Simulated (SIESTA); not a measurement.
## ZrB2 under changes of volume

One of the cells (10.249 Å³/atom); the others are scaled copies at fixed shape and fractional positions:

```xyz
3
Lattice="3.1700 0.0000 0.0000 -1.5850 2.7453 0.0000 0.0000 0.0000 3.5330" Properties=species:S:1:pos:R:3 pbc="T T T"
Zr    0.0000    0.0000    0.0000
B     1.5850    0.9151    1.7665
B     0.0000    1.8302    1.7665
```

```yaml
Program: SIESTA 5.4.2
Functional: PBEsol
Potentials_or_basis: PseudoDojo 0.4 standard (PBEsol files)
Basis: DZP (energy shift 0.003 Ry; two zetas on semicore shells)
Grid_cutoff: 800 Ry
Energy_shift: 0.003 Ry
k_mesh: 10 × 10 × 8
Occupations: fermi-dirac, width 0.05 eV
Spin: no spin polarisation
```

```tsv
volume (Å³/atom)	energy over the lowest point (meV/atom)	pressure (GPa)
9.634	19.62	13.7
9.839	6.10	7.6
10.044	0.00	2.1
10.249	?	?
10.454	7.01	-7.3
10.659	18.97	-11.3
10.864	35.90	-15.0
```

Task: What does the run at 10.249 Å³/atom give?

Result: Energy over the lowest point 0.52 meV/atom; pressure -2.8 GPa.

Worked out: A Birch-Murnaghan fit of order 3 (a polynomial in V^(-2/3)) to the other rows has its minimum at 10.13 Å³/atom with B0 = V·E''(V) = 246 GPa and B' = 3.9 at fixed shape and positions, which overstates the stiffness. It gives 0.48 meV/atom at 10.249 Å³/atom, against the run's 0.52, and -dE/dV = -2.8 GPa, against -2.8.

Energies are extrapolated to zero smearing.

Caveats: the basis of atomic orbitals isn't converged, which shifts pressures, moduli and gaps.
